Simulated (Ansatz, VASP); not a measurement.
**One calculation of Cr, two programs**

```
CELL_PARAMETERS angstrom
-1.42402 1.42402 1.42402
1.42402 -1.42402 1.42402
1.42402 1.42402 -1.42402
ATOMIC_POSITIONS crystal
Cr 0.00000 0.00000 0.00000
```

Alike in both runs: functional PBE; k mesh 20 × 20 × 20; occupations gaussian, width 0.1 eV; no spin polarisation.

Ansatz relaxed the structure, and its values are those at the end. VASP's run is a single point on that final structure, the one shown.

```csv
,VASP,Ansatz
version,VASP 6.6.1,Ansatz 0.2.0
potentials or method,"VASP PAW PBE potentials, release 64 (Cr_pv)","scalar-relativistic, plane waves, PAW"
plane-wave cutoff (eV),520,420
valence electrons in the cell,12,14
```

```tsv
	VASP	Ansatz	Ansatz less VASP
gap on the k mesh at the Fermi level (eV)	none	none	-
pressure (GPa)	-0.6	-0.1	+0.51
```

A gap of «none» marks a metal or a gap that the smearing closes. The two sets of potentials don't hold the same shells in valence.

Caveats: the run has no spin polarisation, though such a crystal can be magnetic. Spin polarisation is off, so any magnetic state and its effect on volume and gap are missing.
